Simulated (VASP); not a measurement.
# SrO (Fm-3m) in VASP: a series of runs

Aim: see how the results for SrO move with the level of theory and the settings. Levels: PBEsol, RPBE. Tasks: relaxation of cell and atoms.

Program: VASP 6.6.1. These are calculated values, not measurements. Logs are shortened: lines on timing, memory, paths and dates and some standing lists are left out, and cuts for length are marked.

### 1 The crystal as given

The structure is cubic, space group Fm-3m (No. 225). The conventional cell has a = 5.161 Å, b = 5.161 Å, c = 5.161 Å, α = 90.00°, β = 90.00°, γ = 90.00°. Around Sr (site symmetry m-3m) lie 6 O at 2.58 Å. O (site symmetry m-3m) has 6 Sr at 2.58 Å as nearest neighbours.

### 2 Relaxation of cell and atoms, PBEsol

INCAR reads:

```
ALGO     = Normal         # electronic algorithm
EDIFF    = 1E-7           # SCF threshold, eV
EDIFFG   = -0.005         # ionic threshold
ENCUT    = 580            # plane-wave cutoff, eV
GGA      = PS             # functional
IBRION   = 2              # ionic algorithm
ISIF     = 3              # what is computed and relaxed
ISMEAR   = 0              # smearing method
LASPH    = True           # aspherical terms in the spheres
LCHARG   = False          # write CHGCAR
LREAL    = False          # projectors in reciprocal space
LWAVE    = False          # write WAVECAR
NELM     = 60             # most SCF steps
NSW      = 90             # ionic steps
PREC     = Accurate       # precision mode
SIGMA    = 0.02           # smearing width, eV
```

KPOINTS reads:

```
k-points
0
Gamma
  8 8 8
```

POSCAR reads:

```
SrO
1.0
    0.0000000000      2.5806600000      2.5806600000
    2.5806600000      0.0000000000      2.5806600000
    2.5806600000      2.5806600000      0.0000000000
Sr O
1 1
Direct
    0.0000000000      0.0000000000      0.0000000000
    0.5000000000      0.5000000000      0.5000000000
```

Potentials or basis: VASP PAW PBE potentials, release 64 (Sr_sv, O).

Command:

```bash
cat potpaw_PBE.64/Sr_sv/POTCAR potpaw_PBE.64/O/POTCAR > POTCAR
mpirun -np 1 vasp_std > vasp.out
```

OUTCAR:

```text
EDIFF = 1E-7
   EDIFFG = -0.005
   ENCUT = 580
   GGA = PS
   IBRION = 2
   ISIF = 3
   ISMEAR = 0
   LASPH = True
   LREAL = False
   NELM = 60
   NSW = 90
   PREC = Accurate

 ion  position               nearest neighbor table
   1  0.000  0.000  0.000-   2 2.58   2 2.58   2 2.58   2 2.58   2 2.58   2 2.58
   2  0.500  0.500  0.500-   1 2.58   1 2.58   1 2.58   1 2.58   1 2.58   1 2.58

  LATTYP: Found a face centered cubic cell.
 ALAT       =     5.1613200000

  Lattice vectors:

 A1 = (   0.0000000000,   2.5806600000,   2.5806600000)
 A2 = (   2.5806600000,   0.0000000000,   2.5806600000)
 A3 = (   2.5806600000,   2.5806600000,   0.0000000000)

Analysis of symmetry for initial positions (statically):
=====================================================================
 Subroutine PRICEL returns:
 Original cell was already a primitive cell.

 Routine SETGRP: Setting up the symmetry group for a
 face centered cubic supercell.

 Subroutine GETGRP returns: Found 48 space group operations
 (whereof 48 operations were pure point group operations)
 out of a pool of 48 trial point group operations.

The static configuration has the point symmetry O_h .

Analysis of symmetry for dynamics (positions and initial velocities):
=====================================================================
 Subroutine PRICEL returns:
 Original cell was already a primitive cell.

 Routine SETGRP: Setting up the symmetry group for a
 face centered cubic supercell.

 Subroutine GETGRP returns: Found 48 space group operations
 (whereof 48 operations were pure point group operations)
 out of a pool of 48 trial point group operations.

The dynamic configuration has the point symmetry O_h .

 Subroutine INISYM returns: Found 48 space group operations
 (whereof 48 operations are pure point group operations),
 and found     1 'primitive' translations

----------------------------------------------------------------------------------------

                                     Primitive cell

  volume of cell :      34.3734

  direct lattice vectors                    reciprocal lattice vectors
     0.000000000  2.580660000  2.580660000    -0.193748886  0.193748886  0.193748886
     2.580660000  0.000000000  2.580660000     0.193748886 -0.193748886  0.193748886
     2.580660000  2.580660000  0.000000000     0.193748886  0.193748886 -0.193748886

  length of vectors
     3.649604372  3.649604372  3.649604372     0.335582914  0.335582914  0.335582914

  position of ions in fractional coordinates (direct lattice)
     0.000000000  0.000000000  0.000000000
     0.500000000  0.500000000  0.500000000

  ion indices of the primitive-cell ions
   primitive index   ion index
                 1           1
                 2           2
[... 100 lines left out ...]
   IVDW    =     0    specifies the selected vdW correction
   LEPSILON=     F    determine dielectric tensor
   LRPA    =     F    only Hartree local field effects (RPA)
 conjugate gradient relaxation of ions
 non-spin polarized calculation
 Gauss-broadening in eV      SIGMA  =   0.02
  energy-cutoff  :      580.00
  volume of cell :       34.37
 maximum number of plane-waves:      1106
 NGX is ok and might be reduce to    30
   NGX = 15   NGY = 15   NGZ = 15

--------------------------------------- Ionic step        1  -------------------------------------------

 number of electron      15.9999998 magnetization

 Free energy of the ion-electron system (eV)
  ---------------------------------------------------
  ext. energy  EPLUGINS =         0.00000000
  ---------------------------------------------------
  free energy    TOTEN  =       -12.63857427 eV

  energy without entropy =      -12.63857427  energy(sigma->0) =      -12.63857427

------------------------ aborting loop because EDIFF is reached ----------------------------------------

  FORCE on cell =-STRESS in cart. coord.  units (eV):
  Direction    XX          YY          ZZ          XY          YZ          ZX
  --------------------------------------------------------------------------------------
  -------------------------------------------------------------------------------------
  Total       -0.3193460     -0.3193460     -0.3193460     -0.0000000      0.0000000     -0.0000000
  in kB      -14.8850295    -14.8850295    -14.8850295     -0.0000000      0.0000000     -0.0000000
  external PRESSURE =     -14.8850295 kB  Pullay stress =       0.0000000 kB
[... 59 lines left out ...]
--------------------------------------- Ionic step        3  -------------------------------------------

 number of electron      15.9999997 magnetization

 Free energy of the ion-electron system (eV)
  ---------------------------------------------------
  ext. energy  EPLUGINS =         0.00000000
  ---------------------------------------------------
  free energy    TOTEN  =       -12.64124098 eV

  energy without entropy =      -12.64124098  energy(sigma->0) =      -12.64124098

 E-fermi :   1.6938     XC(G=0): -10.3027

 val. band max:        1.5131194263   @ k =   0.0000   0.0000   0.0000
 cond. band min:       4.6654022125   @ k =   0.5000   0.5000   0.0000
 fundamental gap:      3.1522827861
 Fermi energy:         1.6937580971

 k-point     1 :       0.0000    0.0000    0.0000
  band No.  band energies     occupation
      1     -30.7051      2.00000
      2     -13.4917      2.00000
      3     -12.3521      2.00000
      4     -12.3521      2.00000
      5     -12.3521      2.00000
      6       1.5131      2.00000
      7       1.5131      2.00000
      8       1.5131      2.00000
      9       5.3739      0.00000
     10       7.6869      0.00000
     11       7.6869      0.00000
     12       7.6869      0.00000
[... 331 lines left out ...]
 k-point    24 :      -0.3750    0.2500    0.1250
  band No.  band energies     occupation
      1     -30.5377      2.00000
      2     -14.7056      2.00000
      3     -12.7593      2.00000
      4     -12.5927      2.00000
      5     -11.5238      2.00000
      6      -0.1048      2.00000
      7       0.6319      2.00000
      8       0.7130      2.00000
      9       7.8289      0.00000
     10       8.1791      0.00000
     11      10.8352      0.00000
     12      11.0460      0.00000

 [... further k-points ...]

------------------------ aborting loop because EDIFF is reached ----------------------------------------

  FORCE on cell =-STRESS in cart. coord.  units (eV):
  Direction    XX          YY          ZZ          XY          YZ          ZX
  --------------------------------------------------------------------------------------
  -------------------------------------------------------------------------------------
  Total        0.0001399      0.0001399      0.0001399     -0.0000000     -0.0000000      0.0000000
  in kB        0.0066289      0.0066289      0.0066289     -0.0000000     -0.0000000      0.0000000
  external PRESSURE =       0.0066289 kB  Pullay stress =       0.0000000 kB
[... 17 lines left out ...]
  FREE ENERGIE OF THE ION-ELECTRON SYSTEM (eV)
  ---------------------------------------------------
  free  energy   TOTEN  =       -12.6412409804 eV

  energy  without entropy=      -12.6412409804  energy(sigma->0) =      -12.64124098

 reached required accuracy - stopping structural energy minimisation
```

OSZICAR:

```text
N       E                     dE             d eps       ncg     rms          rms(c)
DAV:   1     0.808339287566E+02    0.80834E+02   -0.94520E+03   696   0.143E+03
DAV:   2    -0.108991503616E+02   -0.91733E+02   -0.83794E+02   944   0.259E+02
DAV:   3    -0.145006678678E+02   -0.36015E+01   -0.35773E+01   932   0.506E+01
[... 27 lines left out ...]
DAV:   4    -0.126411841054E+02    0.13389E-03   -0.98113E-04  1060   0.235E-01    0.168E-01
DAV:   5    -0.126412331471E+02   -0.49042E-04   -0.51323E-05  1016   0.652E-02    0.507E-02
DAV:   6    -0.126412415805E+02   -0.84334E-05   -0.83670E-05  1116   0.629E-02    0.761E-03
DAV:   7    -0.126412410031E+02    0.57732E-06   -0.72918E-07   760   0.958E-03    0.236E-03
DAV:   8    -0.126412409804E+02    0.22738E-07   -0.89816E-08   540   0.276E-03
   3 F= -.12641241E+02 E0= -.12641241E+02  d E =-.266671E-02
```

Run time: 39 s. Hardware: 1 thread of Intel Xeon Platinum 8488C (Sapphire Rapids), shared host; peak memory 0.18 GiB.

What came out:

* Free energy: -12.6412 eV
* Relaxed volume: 16.90 Å³/atom
* Relaxed cell: a = 3.629 Å, b = 3.629 Å, c = 3.629 Å, α = 60.00°, β = 60.00°, γ = 60.00°
* Space group after relaxing (to 0.05 Å): Fm-3m (No. 225)
* Energy gained by relaxing: 1.3 meV/atom
* Ionic steps: 3
* Pressure after relaxing: 0.0 GPa
* Band gap on the k mesh: 3.15 eV, indirect (least direct gap 3.24 eV)

The path:
| step | energy change (eV) | largest force (eV/Å) | pressure (GPa) | volume (Å³) |
| --- | --- | --- | --- | --- |
| 1 | 0.0000 | 0.0000 | -1.49 | 34.37 |
| 2 | -0.0022 | 0.0000 | 0.62 | 33.59 |
| 3 | -0.0027 | 0.0000 | 0.00 | 33.81 |

Final structure:
```
Sr O
1.0
     0.00000    2.56643    2.56643
     2.56643    0.00000    2.56643
     2.56643    2.56643    0.00000
Sr O
1 1
Direct
  0.00000 0.00000 0.00000
  0.50000 0.50000 0.50000
```

Caveat: the PAW data sets were made with another functional, which shifts forces and pressure a little. A k mesh can miss the band edges.

### 3 Relaxation of cell and atoms, PBEsol

INCAR, as its differences from that of step 2:

```diff
@@ -3,3 +3,3 @@
 EDIFFG   = -0.005         # ionic threshold
-ENCUT    = 580            # plane-wave cutoff, eV
+ENCUT    = 480            # plane-wave cutoff, eV
 GGA      = PS             # functional
```

KPOINTS is that of step 2.

POSCAR is that of step 2.

Potentials or basis: VASP PAW PBE potentials, release 64 (Sr_sv, O_s).

Command:

```bash
cat potpaw_PBE.64/Sr_sv/POTCAR potpaw_PBE.64/O_s/POTCAR > POTCAR
mpirun -np 1 vasp_std > vasp.out
```

OUTCAR:

```text
EDIFF = 1E-7
   EDIFFG = -0.005
   ENCUT = 480
   GGA = PS
   IBRION = 2
   ISIF = 3
   ISMEAR = 0
   LASPH = True
   LREAL = False
   NELM = 60
   NSW = 90
   PREC = Accurate

 ion  position               nearest neighbor table
   1  0.000  0.000  0.000-   2 2.58   2 2.58   2 2.58   2 2.58   2 2.58   2 2.58
   2  0.500  0.500  0.500-   1 2.58   1 2.58   1 2.58   1 2.58   1 2.58   1 2.58

  LATTYP: Found a face centered cubic cell.
 ALAT       =     5.1613200000

  Lattice vectors:

 A1 = (   0.0000000000,   2.5806600000,   2.5806600000)
 A2 = (   2.5806600000,   0.0000000000,   2.5806600000)
 A3 = (   2.5806600000,   2.5806600000,   0.0000000000)

Analysis of symmetry for initial positions (statically):
=====================================================================
 Subroutine PRICEL returns:
 Original cell was already a primitive cell.

 Routine SETGRP: Setting up the symmetry group for a
 face centered cubic supercell.

 Subroutine GETGRP returns: Found 48 space group operations
 (whereof 48 operations were pure point group operations)
 out of a pool of 48 trial point group operations.

The static configuration has the point symmetry O_h .

Analysis of symmetry for dynamics (positions and initial velocities):
=====================================================================
 Subroutine PRICEL returns:
 Original cell was already a primitive cell.

 Routine SETGRP: Setting up the symmetry group for a
 face centered cubic supercell.

 Subroutine GETGRP returns: Found 48 space group operations
 (whereof 48 operations were pure point group operations)
[... 231 lines left out ...]
  ---------------------------------------------------
  free energy    TOTEN  =       -12.64149268 eV

  energy without entropy =      -12.64149268  energy(sigma->0) =      -12.64149268

 E-fermi :   1.8709     XC(G=0): -10.3052

 val. band max:        1.6770035416   @ k =   0.0000   0.0000   0.0000
 cond. band min:       4.8332791300   @ k =   0.5000   0.5000   0.0000
 fundamental gap:      3.1562755884
 Fermi energy:         1.8708606081

 k-point     1 :       0.0000    0.0000    0.0000
  band No.  band energies     occupation
      1     -30.5396      2.00000
      2     -13.3211      2.00000
      3     -12.1866      2.00000
      4     -12.1866      2.00000
      5     -12.1866      2.00000
      6       1.6770      2.00000
      7       1.6770      2.00000
      8       1.6770      2.00000
      9       5.5400      0.00000
     10       7.8553      0.00000
     11       7.8553      0.00000
     12       7.8553      0.00000
[... 331 lines left out ...]
 k-point    24 :      -0.3750    0.2500    0.1250
  band No.  band energies     occupation
      1     -30.3723      2.00000
      2     -14.5373      2.00000
      3     -12.5937      2.00000
      4     -12.4270      2.00000
      5     -11.3555      2.00000
      6       0.0595      2.00000
      7       0.7960      2.00000
      8       0.8773      2.00000
      9       7.9953      0.00000
     10       8.3462      0.00000
     11      11.0015      0.00000
     12      11.2119      0.00000

 [... further k-points ...]

------------------------ aborting loop because EDIFF is reached ----------------------------------------

  FORCE on cell =-STRESS in cart. coord.  units (eV):
  Direction    XX          YY          ZZ          XY          YZ          ZX
  --------------------------------------------------------------------------------------
  -------------------------------------------------------------------------------------
  Total        0.0004251      0.0004251      0.0004251     -0.0000000      0.0000000     -0.0000000
  in kB        0.0201449      0.0201449      0.0201449     -0.0000000      0.0000000     -0.0000000
  external PRESSURE =       0.0201449 kB  Pullay stress =       0.0000000 kB
[... 17 lines left out ...]
  FREE ENERGIE OF THE ION-ELECTRON SYSTEM (eV)
  ---------------------------------------------------
  free  energy   TOTEN  =       -12.6414926845 eV

  energy  without entropy=      -12.6414926845  energy(sigma->0) =      -12.64149268

 reached required accuracy - stopping structural energy minimisation
```

CONTCAR:

```text
SrO
   1.00000000000000
     0.0000000000000000    2.5664149245705641    2.5664149245705641
     2.5664149245705641    0.0000000000000000    2.5664149245705641
     2.5664149245705641    2.5664149245705641    0.0000000000000000
  Sr              O
     1     1
Direct
     0.0000000000000000    0.0000000000000000    0.0000000000000000
     0.5000000000000000    0.5000000000000000    0.5000000000000000

  0.00000000E+00  0.00000000E+00  0.00000000E+00
  0.00000000E+00  0.00000000E+00  0.00000000E+00
```

Wall time 27 s (1 thread of Intel Xeon Platinum 8488C (Sapphire Rapids), shared host); peak memory 0.17 GiB.

What came out:

- Free energy: -12.6415 eV
- Relaxed volume: 16.90 Å³/atom
- Relaxed cell: a = 3.629 Å, b = 3.629 Å, c = 3.629 Å, α = 60.00°, β = 60.00°, γ = 60.00°
- Space group after relaxing (to 0.05 Å): Fm-3m (No. 225)
- Energy gained by relaxing: 1.4 meV/atom
- Ionic steps: 3
- Pressure after relaxing: 0.0 GPa
- Band gap on the k mesh: 3.16 eV, indirect (least direct gap 3.24 eV)

The path:
```csv
step,energy change (eV),largest force (eV/Å),pressure (GPa),volume (Å³)
1,0.0000,0.0000,-1.51,34.37
2,-0.0022,0.0000,0.67,33.57
3,-0.0027,0.0000,0.00,33.81
```

Final structure:
```xyz
2
Lattice="0.0000 2.5664 2.5664 2.5664 0.0000 2.5664 2.5664 2.5664 0.0000" Properties=species:S:1:pos:R:3 pbc="T T T"
Sr    0.0000    0.0000    0.0000
O     2.5664    2.5664    2.5664
```

Caveat: the PAW data sets were made with another functional, which shifts forces and pressure a little. A k mesh can miss the band edges.

### 4 Relaxation of cell and atoms, RPBE

INCAR, as its differences from that of step 3:

```diff
@@ -3,4 +3,4 @@
 EDIFFG   = -0.005         # ionic threshold
-ENCUT    = 480            # plane-wave cutoff, eV
-GGA      = PS             # functional
+ENCUT    = 600            # plane-wave cutoff, eV
+GGA      = RP             # functional
 IBRION   = 2              # ionic algorithm
```

KPOINTS is that of step 3.

POSCAR is that of step 3.

Potentials or basis: VASP PAW PBE potentials, release 64 (Sr_sv, O).

Command:

```bash
cat potpaw_PBE.64/Sr_sv/POTCAR potpaw_PBE.64/O/POTCAR > POTCAR
mpirun -np 1 vasp_std > vasp.out
```

It took 40 s on 1 thread of Intel Xeon Platinum 8488C (Sapphire Rapids), shared host; peak memory 0.18 GiB.

Results (log left out):

| Item | Value |
| --- | --- |
| Free energy | -11.3882 eV |
| Relaxed volume | 18.25 Å³/atom |
| Relaxed cell | a = 3.723 Å, b = 3.723 Å, c = 3.723 Å, α = 60.00°, β = 60.00°, γ = 60.00° |
| Space group after relaxing (to 0.05 Å) | Fm-3m (No. 225) |
| Energy gained by relaxing | 16.4 meV/atom |
| Ionic steps | 3 |
| Pressure after relaxing | 0.0 GPa |
| Band gap on the k mesh | 3.41 eV, indirect (least direct gap 3.54 eV) |

The path:
| step | energy change (eV) | largest force (eV/Å) | pressure (GPa) | volume (Å³) |
| --- | --- | --- | --- | --- |
| 1 | 0.0000 | 0.0000 | 5.20 | 34.37 |
| 2 | -0.0296 | 0.0000 | -1.39 | 37.22 |
| 3 | -0.0327 | 0.0000 | 0.01 | 36.50 |

Final structure:
```yaml
crystal:
  lattice:
    - [0.00000, 2.63288, 2.63288]
    - [2.63288, 0.00000, 2.63288]
    - [2.63288, 2.63288, 0.00000]
  atoms:
    - { symbol: Sr, position: [0.00000, 0.00000, 0.00000] }
    - { symbol: O, position: [0.50000, 0.50000, 0.50000] }
```

Levels at points of the mesh, in eV from the valence-band top:
```csv
k point,band 4,band 5,band 6,band 7,band 8,band 9,band 10,band 11,band 12
"(0.00, 0.00, 0.00)",-14.47,-14.47,0.00,0.00,0.00,3.67,6.11,6.11,6.11
"(0.50, 0.00, 0.00)",-14.54,-13.30,-1.99,-1.00,-1.00,6.33,8.05,8.46,8.46
"(0.50, 0.50, 0.00)",-14.75,-14.75,-0.53,-0.13,-0.13,3.41,7.33,9.67,9.93
```

Caveat: the PAW data sets were made with another functional, which shifts forces and pressure a little. A k mesh can miss the band edges.

### 5 Summary

| level | potentials or basis | cutoff (eV) | gap on the mesh (eV) | pressure (GPa) | relaxed volume (Å³/atom) |
| --- | --- | --- | --- | --- | --- |
| PBEsol | VASP PAW PBE potentials, release 64 (Sr_sv, O) | 580 | 3.15 | 0.0 | 16.90 |
| PBEsol | VASP PAW PBE potentials, release 64 (Sr_sv, O_s) | 480 | 3.16 | 0.0 | 16.90 |
| RPBE | VASP PAW PBE potentials, release 64 (Sr_sv, O) | 600 | 3.41 | 0.0 | 18.25 |

Alike in all rows: task relaxation of cell and atoms; no spin polarisation; cell relaxed; k mesh 8 × 8 × 8; smearing gaussian 0.02 eV.

Caveats: the PAW data sets were made with another functional, which shifts forces and pressure a little.

Absolute energies hang on the potentials; compare differences alone.
